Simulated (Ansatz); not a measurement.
## Structure relaxation of Si

The calculation used Ansatz 0.2.0, DFT PBE, scalar-relativistic, plane waves, PAW. Cutoff 420 eV, Γ-centred k mesh, Gaussian smearing, no spin polarisation in the final step.

Si was placed on the fcc structure type (Fm-3m, No. 225), at a guessed volume.

```
CELL_PARAMETERS angstrom
0.00000 2.19664 2.19664
2.19664 0.00000 2.19664
2.19664 2.19664 0.00000
ATOMIC_POSITIONS crystal
Si 0.00000 0.00000 0.00000
```

Cell and atoms relax at zero pressure; the relaxation can't lower the symmetry of the start. After a coarse first stage the cell is made exact in the group found at 0.06 Å.

Energies count from the standard state of Si at the same level.

Problem. Describe the relaxed structure.

Solution. It keeps Fm-3m (No. 225). The result has the fcc structure. Conventional cell: a = 3.868 Å. Around Si lie 12 Si at 2.73 Å.

```
Si
1.0
     0.00000    1.93382    1.93382
     1.93382    0.00000    1.93382
     1.93382    1.93382    0.00000
Si
1
Cartesian
  0.0000 0.0000 0.0000
```

Problem. What are its volume, energy, density and gap?

Solution. The volume per atom is 14.46 Å³. The density is 3.22 g/cm³ and the energy over the standard structure is 0.53 eV/atom. The gap on the 24×24×24 mesh is 0 eV (a metal).

The final run used a 24×24×24 mesh on its 1-atom cell and 0.10 eV smearing. The k mesh leaves about 4 meV/atom of noise in metals. A structure relaxed within its symmetry needn't be a true minimum. The steps took of the order of 8 core-seconds in all.